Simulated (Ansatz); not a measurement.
# O on Al(110): change of the work function, part 5 of 5

How does O on the longbridge site change the work function of Al(110) as the layer fills?

Ansatz 0.2.0; plane-wave DFT, PBE, Ansatz PAW.

So far, work function, upper face (eV): step 2 (the clean slab) 3.99; step 5 (the covered slab, k-mesh 4×5×1, coverage 0.5 ML) 3.82; step 6 (the covered slab, k-mesh 8×10×1, coverage 1 ML) 3.78; step 8 (the slab at 0.25 ML, atoms frozen) 3.93; step 9 (the substrate of the 0.25 ML cell alone) 3.99.

**10. The adsorbate layer of the 0.25 ML cell alone**

System of this step: O/Al(110), adsorbate layer alone, atoms held. The cell holds 1 atom: 1 O. Cell: a = 8.100 Å, b = 5.728 Å, c = 24.135 Å, α = 90.0°, β = 90.0°, γ = 90.0°. Vacuum lies along c.

The third part; a free layer of atoms may carry a moment, so spin is on.

File input.yaml:

```yaml
crystal:
  lattice:
    - [8.1, 0.0, 0.0]
    - [0.0, 5.7275649276, 0.0]
    - [0.0, 0.0, 24.1345817776]
  atoms:
    - { symbol: O, position: [0.25, 0.0, 0.599790821], spin: 1.0 }
magnetization:
  spin_polarized: true
kpoints:
  mp_grid: { grid: [4, 5, 1] }
hamiltonian:
  xc: pbe
scf:
  occupations: { method: fermi_dirac, width: 0.1 }
  convergence: { dr2_threshold: 1.0e-08 }
efield:
  axis: 3
  dipole_correction: true
  ramp_position: 0.97
  ramp_width: 0.06
output:
  write_potential: true
  write_density: true
  volumetric_format: npy
```

Command:

```console
$ ansatz run input.yaml --threads 4 --pin off --max-ram 6144MiB --backend cpu --events-out ev --progress --plain --runs-dir out
```

Numbers of over 12 decimals in the logs are rounded to 6 here.

Log:

```text
[...]
Crystal: 1 atoms, lattice volume = 1119.682 Å³
Basis set: ecut = 420 eV, 21961 PW (Γ)
Bands: 8, of which v1, the nominal top of the filled ones, is band 3 counted from 1 (2 counted from 0)
Symmetry: 4 space group operations
k-points: 9 of 20
[...]
Starting moments: Σ|m| = 1 μB on 1 of 1 site
[...]
SCF iter   1: F=—  HF=-561.253892 eV  |F-HF|=—  |Δ(HF+E_count)|=         —  Δρ=9.95e-3 (↑9.95e-3 ↓9.43e-3)  dr2=2.68e-3  dr2_m=9.64e-1  M=2.000 μB ∫|m|=2.006 μB  β_m=1.00  ethr=4.05e-5  p=-0.000 e·Å  D=-1.25e-8 V/Å  ΔV_dip=0.00 eV  dr2_dipole=4.27e-12  V_vac-E_F(+/−)=8.33/8.33 eV  ⟨swp⟩=1.9  Hψ=1292  notcnv=0
[...]
spin=Collinear: Resta preconditioning applied to the charge; magnetization (m = ρ↑ − ρ↓) channel mixes plain (no charge-response kernel on spin).
SCF iter   2: F=—  HF=-561.428309 eV  |F-HF|=—  |Δ(HF+E_count)|=   1.74e-1  Δρ=8.67e-4 (↑8.67e-4 ↓5.48e-4)  dr2=1.17e-3  dr2_m=5.09e-3  M=2.000 μB ∫|m|=2.007 μB  β_m=1.00  ethr=4.05e-5  p=0.000 e·Å  D=3.37e-7 V/Å  ΔV_dip=-0.00 eV  dr2_dipole=9.83e-13  V_vac-E_F(+/−)=7.58/7.58 eV  ⟨swp⟩=3.2  Hψ=292  notcnv=0  κ⁻¹=1.0e0(r=1)
[...]
SCF iter  18: F=—  HF=-561.931850 eV  |F-HF|=—  |Δ(HF+E_count)|=   3.38e-1  Δρ=3.64e-3 (↑3.64e-3 ↓3.05e-3)  dr2=2.37e-1  dr2_m=8.04e-3  M=2.000 μB ∫|m|=2.024 μB  β_m=1.20  ethr=4.36e-6  p=-0.003 e·Å  D=-4.78e-4 V/Å  ΔV_dip=0.01 eV  dr2_dipole=7.33e-7  V_vac-E_F(+/−)=8.10/8.09 eV  ⟨swp⟩=4.1  Hψ=571  notcnv=0
[...]
spin-set hold released at iteration 18 (site moments' squared step at or under half its running peak, from the soft ceiling on): the magnetisation degrees of freedom join the quasi-Newton model from the next iteration; the mixer history was flushed
SCF iter  19: F=—  HF=-561.867137 eV  |F-HF|=—  |Δ(HF+E_count)|=   6.47e-2  Δρ=1.90e-3 (↑1.90e-3 ↓1.85e-3)  dr2=6.76e-2  dr2_m=8.03e-4  M=2.000 μB ∫|m|=2.026 μB  β_m=1.20  ethr=4.36e-6  p=-0.002 e·Å  D=-3.34e-4 V/Å  ΔV_dip=0.01 eV  dr2_dipole=3.66e-7  V_vac-E_F(+/−)=7.53/7.53 eV  ⟨swp⟩=3.3  Hψ=412  notcnv=0  κ⁻¹=1.0e0(r=1)
density mixer auto → broyden: gapped, with many states about μ (density of states about μ 0.76 of a free-electron gas's, 28 screened modes)
SCF iter  20: F=—  HF=-561.846943 eV  |F-HF|=—  |Δ(HF+E_count)|=   2.02e-2  Δρ=7.94e-4 (↑7.43e-4 ↓7.94e-4)  dr2=9.43e-3  dr2_m=7.65e-5  M=2.000 μB ∫|m|=2.026 μB  β_m=1.20  ethr=4.36e-6  p=-0.001 e·Å  D=-1.63e-4 V/Å  ΔV_dip=0.00 eV  dr2_dipole=8.79e-8  V_vac-E_F(+/−)=7.13/7.13 eV  ⟨swp⟩=3.4  Hψ=311  notcnv=0  κ⁻¹=1.1e-1(r=2)
[...]
SCF iter  27: F=-561.843916 eV  HF=-561.843916 eV  |F-HF|=1.21e-10  |Δ(HF+E_count)|=   1.36e-8  Δρ=9.92e-8 (↑9.92e-8 ↓6.34e-8)  dr2=1.43e-10  dr2_m=9.28e-12  M=2.000 μB ∫|m|=2.026 μB  ethr=1.40e-11  p=0.000 e·Å  D=3.10e-7 V/Å  ΔV_dip=-0.00 eV  dr2_dipole=4.37e-16  V_vac-E_F(+/−)=7.03/7.03 eV  ⟨swp⟩=3.2  Hψ=690  notcnv=0
SCF 1 converged in 27 iterations: F = -561.843916 eV  dr2 = 1.43e-10
[...]
this state was not tested for a lower state beside it, because the mixer in use, unlike msr1, does not test its closes by its own steps (another_mixer; see scf.mixing.algorithm and scf.lower_state_search)
SCF converged after 27 iterations
an eigenvalue changed by more than its tolerance at an iteration that met the thresholds in force, so the SCF went on 2 times, its first undamped step at iteration 26: the last check found none over its tolerance
Magnetization: 2.0000 μB (4.0000 up, 2.0000 down)
Absolute magnetization: 2.0263 μB (∫|ρ↑−ρ↓|, with the PAW one-centre terms)
[...]
Per-site moments (μB) at R_I (Å): [(1.999238, 2.362620532635)]
Free energy (F): -561.843916 eV
[...]
Internal energy: -561.835324 eV  (E = F + TS)
E sigma→0 (E₀):  -561.839620 eV
Entropy (-TS):   -0.008592 eV (-8.592 meV/atom)
Fermi energy:    -6.949726 eV
Dipole field:    D = 0.000000 V/Å  (p = 0.000002 e·Å, saw-weighted, corrected)
Work function:   Φ+ = 7.0302 eV   Φ− = 7.0302 eV
[...]
--- Band table (eV; the first three rows and the last of 18) ---
[...]
```

Wall time 31 s (4 threads of Arm Neoverse N1, shared host); peak memory 1 GiB; 92 s of CPU time.

Numbers from this step:

```yaml
energy_at_zero_smearing: -561.8396 eV
total_moment: 2.000 μB
site_moments: 1.999 μB
dipole_along_the_normal: 1.99e-6 e·Å
```

Site moment by atom:

| atom | site moment (μB) |
| --- | --- |
| O1 | 2.00 |

The free layer carries a moment of 2.0 μB a cell.

**11. Density difference at 0.25 ML**

This step: plane-wave DFT, PBE, Ansatz PAW; density difference on adsorption (Ansatz 0.2.0).

The densities of the parts are taken from that of the whole and averaged over planes; the first moment of what is left gives the step in the potential.

Numbers from this step:

| Property | Result |
| --- | --- |
| largest charge moved | -0.001390 e/Å² |
| potential step from the moved charge | -0.06053 eV |

The electron density difference oscillates, so the rows of the table below give means over windows of 1 Å about each position, cut where the curve ends. Its maxima inside the range that stand out by 2 % of the span (Å: e/Å³): 10.6: 3.3e-4, 12.5: 0.00208, 14.2: 0.00265, 14.9: 0.00511. Its minima: 9.5: -1.8e-4, 11.3: -5.7e-4, 13.4: -0.00294, 14.5: -0.00657, 15.8: -9.4e-4.

Planar mean, whole system less its parts. Electron density difference against z; means over each step:

| z (Å) | electron density difference (e/Å³) |
| --- | --- |
| 4 | -2.8e-7 |
| 5 | -2.5e-6 |
| 6 | -1.6e-5 |
| 7 | -5.3e-5 |
| 8 | 3.6e-5 |
| 9 | -2.4e-5 |
| 10 | 3.4e-6 |
| 11 | -1.3e-4 |
| 12 | 7.7e-4 |
| 13 | -6.8e-4 |
| 14 | -6.3e-4 |
| 15 | 0.00142 |
| 16 | -6.4e-4 |
| 17 | -6.2e-5 |
| 18 | 2.8e-6 |
| 19 | 1.2e-6 |
| 20 | 2.2e-7 |

The electrons moved below z oscillates, so the rows of the table below give means over windows of 1 Å about each position, cut where the curve ends. Its maxima inside the range that stand out by 2 % of the span (Å: e/Å²): 8.9: -3.8e-6, 10.9: 4.1e-5, 12.8: 0.00111, 14.2: 2.9e-4, 15.3: 7.4e-4. Its minima: 7.7: -8.4e-5, 10.0: -1.3e-4, 11.8: -2.8e-4, 13.7: -5.9e-4, 14.6: -0.00139.

Planar mean, whole system less its parts. The electrons moved below z by z; means over each step:

| z (Å) | electrons moved below z (e/Å²) |
| --- | --- |
| 3 | -2.0e-8 |
| 4 | -1.5e-7 |
| 5 | -1.4e-6 |
| 6 | -1.0e-5 |
| 7 | -4.7e-5 |
| 8 | -6.8e-5 |
| 9 | -2.3e-5 |
| 10 | -1.0e-4 |
| 11 | -4.1e-5 |
| 12 | 4.0e-6 |
| 13 | 6.8e-4 |
| 14 | -3.1e-4 |
| 15 | -1.7e-5 |
| 16 | 2.7e-4 |
| 17 | 6.1e-6 |
| 18 | -2.8e-6 |
| 19 | -6.2e-7 |
| 20 | -8.1e-8 |

**12. Varying the input**

This step: plane-wave DFT, PBE, Ansatz PAW (Ansatz 0.2.0).

System of this step: Al5O (O/Al(110)). The cell holds 6 atoms: 5 Al and 1 O. Its edges and angles: a = 4.050 Å, b = 2.864 Å, c = 24.135 Å, α = 90.0°, β = 90.0°, γ = 90.0°. Vacuum lies along c.

An input spoilt on purpose, to show how the run answers: it repeats the earlier run at 1 ML with efield.axis from 3 to 1, and scf.max_iter set to 100.

File input.yaml:

```yaml
crystal:
  lattice:
    - [4.05, 0.0, 0.0]
    - [0.0, 2.8637824638, 0.0]
    - [0.0, 0.0, 24.1345817776]
  atoms:
    - { symbol: Al, position: [0.0, 0.0, 0.3729088858] }
    - { symbol: Al, position: [0.5, 0.5, 0.4322383262] }
    - { symbol: Al, position: [0.0, 0.0, 0.4903550414] }
    - { symbol: Al, position: [0.5, 0.5, 0.5515131667] }
    - { symbol: Al, position: [0.0, 0.0, 0.6063739539] }
    - { symbol: O, position: [0.5, 0.0, 0.6270911142] }
kpoints:
  mp_grid: { grid: [8, 10, 1] }
hamiltonian:
  xc: pbe
scf:
  occupations: { method: fermi_dirac, width: 0.1 }
  convergence: { dr2_threshold: 1.0e-08 }
  max_iter: 100
efield:
  axis: 1
  dipole_correction: true
  ramp_position: 0.97
  ramp_width: 0.06
relax:
  f_tol: 0.02
  max_steps: 60
  constraints: [{ sites: [0, 1] }]
output:
  bader: true
  write_potential: true
  write_density: true
  volumetric_format: npy
```

Log:

```text
The last accepted step is kept in <dir> (removed where the run ends without a failure and the disk answers)
Engine: ansatz 0.2.0, aarch64-unknown-linux-gnu
Pseudopotentials: kind: paw
Pseudopotential: Al, paw, valence charge 3, recommended cutoff 420 eV (normal), Al.paw.azcp
Pseudopotential: O, paw, valence charge 6, recommended cutoff 420 eV (normal), O.paw.azcp
Functional definition: PBE
  parameter kappa = 0.804
  parameter beta = 0.066725
  exchange = pbe_x(kappa = kappa, mu = beta*pi^2/3)
  correlation = pbe_c(beta = beta)
Crystal: 6 atoms, lattice volume = 279.921 Å³
Basis set: ecut = 420 eV, 5477 PW (Γ), exchange–correlation on 60×40×324 points (8 copies of the dense FFT grid, shifted against one another)
Bands: 17, of which v1, the nominal top of the filled ones, is band 11 counted from 1 (10 counted from 0)
Symmetry: 2 space group operations
k-points: 30 of 80 (time reversal used)
Non-local potential: Al, projectors of the file, l = 0: 2, l = 1: 2, l = 2: 1
Non-local potential: O, projectors of the file, l = 0: 2, l = 1: 2, l = 2: 1
PAW form: soft (Blöchl's): semilocal exchange-correlation on the pseudo side does not see the compensation charge
PAW one-centre angular grid: Al, 110 points (default); XC on 64 Gauss nodes
PAW one-centre angular grid: O, 110 points (default); XC on 64 Gauss nodes
Initial density: superposition of atomic densities (neutral atoms: chi_scale 0, normalization atom), corrected by the library's trained network
Initial wavefunctions: pseudopotential atomic-orbital guess
Functional: x = pbe(κ = 0.804, μ = 0.219515), c = pbe(β = 0.066725)
Error: efield: ion 0 (Al) at fractional coordinate 0.0000 along the field axis lies inside the sawtooth ramp with 2 of the planes that the density is read on at each end, [0.9033, 0.0967] — the ramp must sit in vacuum (an ion there feels the fictitious reversed slope); set or move the ramp (efield.ramp_position / ramp_width) or move the geometry
```

Run time: 0.41 s. Hardware: 4 threads; peak memory 0.28 GiB.

The program refused the input before any cycle.

The program's message: “Error: efield: ion 0 (Al) at fractional coordinate 0.0000 along the field axis lies inside the sawtooth ramp with 2 of the planes that the density is read on at each end, [0.9033, 0.0967] — the ramp m …”

The fault put into the input: the field along an axis without vacuum.

**13. Varying the input**

System of this step: Al(110). The cell holds 5 atoms: 5 Al. Cell: a = 4.050 Å, b = 2.864 Å, c = 23.728 Å, α = 90.0°, β = 90.0°, γ = 90.0°. Vacuum lies along c.

Another changed input: it repeats the earlier run at 0 ML with scf.occupations.width from 0.1 removed and scf.occupations.method from fermi_dirac to tetrahedron.

File input.yaml:

```yaml
crystal:
  lattice:
    - [4.05, 0.0, 0.0]
    - [0.0, 2.8637824638, 0.0]
    - [0.0, 0.0, 23.7275649276]
  atoms:
    - { symbol: Al, position: [0.0, 0.0, 0.3793056737] }
    - { symbol: Al, position: [0.5, 0.5, 0.4396528368] }
    - { symbol: Al, position: [0.0, 0.0, 0.5] }
    - { symbol: Al, position: [0.5, 0.5, 0.5603471632] }
    - { symbol: Al, position: [0.0, 0.0, 0.6206943263] }
kpoints:
  mp_grid: { grid: [8, 10, 1] }
hamiltonian:
  xc: pbe
scf:
  occupations: { method: tetrahedron }
  convergence: { dr2_threshold: 1.0e-08 }
efield:
  axis: 3
  dipole_correction: true
  ramp_position: 0.97
  ramp_width: 0.06
relax:
  f_tol: 0.02
  max_steps: 60
  constraints: [{ sites: [0, 1] }]
output:
  write_potential: true
  write_density: true
  volumetric_format: npy
```

Log:

```text
Warning: relax: with tetrahedron occupations the Hellmann–Feynman forces and the energy need not agree along the walk (scf.occupations.method in the input reference, under Limitations); prefer a smearing scheme for the relaxation and re-run the relaxed geometry with tetrahedron occupations for the final energies/DOS
[...]
Crystal: 5 atoms, lattice volume = 275.200 Å³
Basis set: ecut = 420 eV, 5383 PW (Γ), exchange–correlation on 60×40×320 points (8 copies of the dense FFT grid, shifted against one another)
Bands: 13, of which v1, the nominal top of the filled ones, is band 8 counted from 1 (7 counted from 0)
Symmetry: 4 space group operations
k-points: 30 of 80
[...]
SCF iter   1: F=—  HF=-2686.081206 eV  |F-HF|=—  |Δ(HF+E_count)|=         —  Δρ=1.08e-3  dr2=4.31e-3  ethr=1.77e-3  p=0.000 e·Å  D=8.51e-15 V/Å  ΔV_dip=-0.00 eV  dr2_dipole=3.78e-8  V_vac-E_F(+/−)=3.88/3.88 eV  ⟨swp⟩=10.4  Hψ=3359  notcnv=0
[...]
SCF iter   9: F=-2686.081595 eV  HF=-2686.081595 eV  |F-HF|=1.77e-8  |Δ(HF+E_count)|=   6.44e-8  Δρ=6.94e-7  dr2=6.18e-9  ethr=6.67e-11  p=0.000 e·Å  D=2.92e-6 V/Å  ΔV_dip=-0.00 eV  dr2_dipole=1.01e-10  V_vac-E_F(+/−)=3.91/3.91 eV  ⟨swp⟩=9.4  Hψ=2449  notcnv=0
SCF 1 converged in 9 iterations: F = -2686.081595 eV  dr2 = 6.18e-9
[...]
relax step   1: F+E_penalty+E_count = -2686.08159523 eV  Δ(F+E_penalty+E_count) = +0.000e0 eV  max|allowed force component| = 2.402e-1 eV/Å  Δτ_max = 0.0000 Å  (9 SCF iters, accepted)
[...]
SCF iter   9: F=-2686.091838 eV  HF=-2686.091838 eV  |F-HF|=1.53e-9  |Δ(HF+E_count)|=   1.70e-6  Δρ=1.23e-6  dr2=6.52e-9  ethr=6.67e-11  p=-0.000 e·Å  D=-2.29e-4 V/Å  ΔV_dip=0.01 eV  dr2_dipole=3.06e-10  V_vac-E_F(+/−)=3.95/3.94 eV  ⟨swp⟩=8.0  Hψ=2866  notcnv=0
SCF 2 converged in 9 iterations: F = -2686.091838 eV  dr2 = 6.52e-9
[...]
relax step   2: F+E_penalty+E_count = -2686.09183758 eV  Δ(F+E_penalty+E_count) = -1.024e-2 eV  max|allowed force component| = 8.644e-2 eV/Å  Δτ_max = 0.1222 Å  (9 SCF iters, accepted)
SCF iter   1: F=—  HF=-2686.095228 eV  |F-HF|=—  |Δ(HF+E_count)|=         —  Δρ=4.25e-4  dr2=3.24e-3  ethr=6.45e-5  p=-0.000 e·Å  D=-2.29e-4 V/Å  ΔV_dip=0.01 eV  dr2_dipole=3.82e-4  V_vac-E_F(+/−)=3.94/3.93 eV  ⟨swp⟩=3.1  Hψ=1358  notcnv=0  defer=19
[...]
SCF iter   8: F=-2686.094607 eV  HF=-2686.094607 eV  |F-HF|=5.59e-11  |Δ(HF+E_count)|=   7.27e-7  Δρ=1.48e-6  dr2=7.40e-9  ethr=6.67e-11  p=-0.000 e·Å  D=-1.40e-4 V/Å  ΔV_dip=0.00 eV  dr2_dipole=1.15e-10  V_vac-E_F(+/−)=3.93/3.93 eV  ⟨swp⟩=8.0  Hψ=2875  notcnv=0
SCF 3 converged in 8 iterations: F = -2686.094607 eV  dr2 = 7.40e-9
relax step   3: F+E_penalty+E_count = -2686.09460749 eV  Δ(F+E_penalty+E_count) = -2.770e-3 eV  max|allowed force component| = 8.985e-3 eV/Å  Δτ_max = 0.0278 Å  (8 SCF iters, accepted)
[...]
SCF converged after 8 iterations
Stability not checked: this state was not tested for a lower state beside it, because cold or Methfessel-Paxton smearing, or corrected tetrahedra, fill the levels in a way that the test cannot read (fill_not_monotonic; see scf.lower_state_search)
Free energy (F): -2686.094607 eV
[...]
Internal energy: -2686.094641 eV  (E = F + TS)
E sigma→0 (E₀):  -2686.094607 eV
Entropy (-TS):   0.000033 eV (0.007 meV/atom)
Fermi energy:    -0.270837 eV
Dipole field:    D = -0.000153 V/Å  (p = -0.000232 e·Å, saw-weighted, corrected)
Work function:   Φ+ = 3.9318 eV   Φ− = 3.9281 eV
[...]
--- Forces (eV/Å), atoms counted from 1 ---
  atom   1  Al     0.00000000     0.00000000     0.17467295
  atom   2  Al     0.00000000     0.00000000    -0.17981719
  atom   3  Al     0.00000000     0.00000000    -0.00554939
  atom   4  Al     0.00000000     0.00000000     0.00898539
  atom   5  Al     0.00000000     0.00000000     0.00168401
  max |Σ_I F_I| component: 2.42e-5 eV/Å
--- Band table (eV; the first three rows and the last of 30) ---
  k-point 0: bands = [... 4 lower, -2.8150, -1.4261, -1.2019, -1.0658, 0.3623, 1.3919, 1.7319, 3.0318, ... 1 higher]
  k-point 1: bands = [... 4 lower, -2.6501, -1.2583, -1.0371, -0.9048, 0.5276, 1.5570, 1.8753, 2.8788, ... 1 higher]
  k-point 2: bands = [... 4 lower, -2.1552, -0.8620, -0.5425, -0.4769, 0.4557, 0.9546, 1.7510, 2.0520, ... 1 higher]
  k-point 29: bands = [... 4 lower, -3.0221, -2.9972, -2.8263, -1.7166, -1.0737, 0.0057, 0.3546, 0.5231, ... 1 higher]
--- Relaxed structure (3 steps of the walk, 3 accepted, 0 SCFs on fresh bases) ---
  F+E_penalty+E_count = -2686.09460749 eV   max|allowed force component| = 8.985e-3 eV/Å
  atoms:
    - { symbol: Al, position: [0.0, 0.0, 0.3793056737] }
    - { symbol: Al, position: [0.5, 0.5, 0.4396528368] }
    - { symbol: Al, position: [0.0, 0.0, 0.498669] }
    - { symbol: Al, position: [0.5, 0.5, 0.560532] }
    - { symbol: Al, position: [0.0, 0.0, 0.616352] }
```

It took 18 s on 4 threads; peak memory 0.48 GiB; 51 s of CPU time.

Step by step:

| step | energy less that of the first step (eV) | largest force component (eV/Å) |
| --- | --- | --- |
| 1 | 0.0000 | 0.2402 |
| 2 | -0.0102 | 0.0864 |
| 3 | -0.0130 | 0.0090 |

Forces are held to the 4 operations that the run works with; a distortion that breaks them can't arise in this run.

The atoms that moved most (Å):

| atom | dx | dy | dz | length |
| --- | --- | --- | --- | --- |
| Al5 | 0.000 | 0.000 | -0.103 | 0.103 |
| Al3 | 0.000 | 0.000 | -0.032 | 0.032 |

The relaxed structure:

```cif
data_structure
_symmetry_space_group_name_H-M 'P 1'
_symmetry_Int_Tables_number 1
_cell_length_a 4.0500
_cell_length_b 2.8638
_cell_length_c 23.7276
_cell_angle_alpha 90.000
_cell_angle_beta 90.000
_cell_angle_gamma 90.000
_cell_volume 275.20
loop_
_atom_site_label
_atom_site_type_symbol
_atom_site_fract_x
_atom_site_fract_y
_atom_site_fract_z
_atom_site_occupancy
Al1 Al 0.00000 0.00000 0.37931 1
Al2 Al 0.50000 0.50000 0.43965 1
Al3 Al 0.00000 0.00000 0.49867 1
Al4 Al 0.50000 0.50000 0.56053 1
Al5 Al 0.00000 0.00000 0.61635 1
```

This step gave:

* work function, upper face: 3.932 eV
* dipole along the normal: -2.32e-4 e·Å

| quantity | this run | earlier run | difference |
| --- | --- | --- | --- |
| work function, upper face (eV) | 3.932 | 3.995 | -0.063 |
| dipole along the normal (e·Å) | -2.32e-4 | -1.76e-4 | -5.6e-5 |

What moves beyond 0.01 in its unit (for the dipole 0.5 % and 5e-5 e·Å): work function, upper face (-0.0632 eV) and dipole along the normal (-5.62e-05 e·Å).

**14. What came out**

- work function of the clean face: 3.99 eV
- work function at 0.11 ML: 3.98 eV
- work function at 0.25 ML: 3.93 eV
- work function at 0.5 ML: 3.82 eV
- work function at 1 ML: 3.78 eV
- dipole per adsorbate at 0.11 ML, positive end outwards: 0.07 D
- step of the potential from the moved charge at 0.25 ML, upper less lower side, atoms held: -0.0605 eV

What this shows: At the lowest coverage O changes the work function of Al(110) by under 0.15 eV, within the error of so thin a slab; the largest change, -0.21 eV, comes at higher coverage. At some coverage the adsorbate ends level with or under the highest substrate atom. The slab has 5 layers, at the tabulated experimental lattice constant, one starting site was run, and quantum-size effects of a slab this thin can reach one or two tenths of an eV.

[Logs are printed without paths, hosts, clocks, repeated set-up lines and the standing remarks that a program may print on its own settings, such as how far it seeks lower states.]

[Hosts, paths, dates, database ids (printed as entryN), source tags and the programs' standing remarks are cut or masked in the printed files.]

[Maps of the electrostatic potential energy from Ansatz leave out the sawtooth potential of an applied field or a dipole correction, so their vacuum need not be flat; planar profiles and work functions include it.]
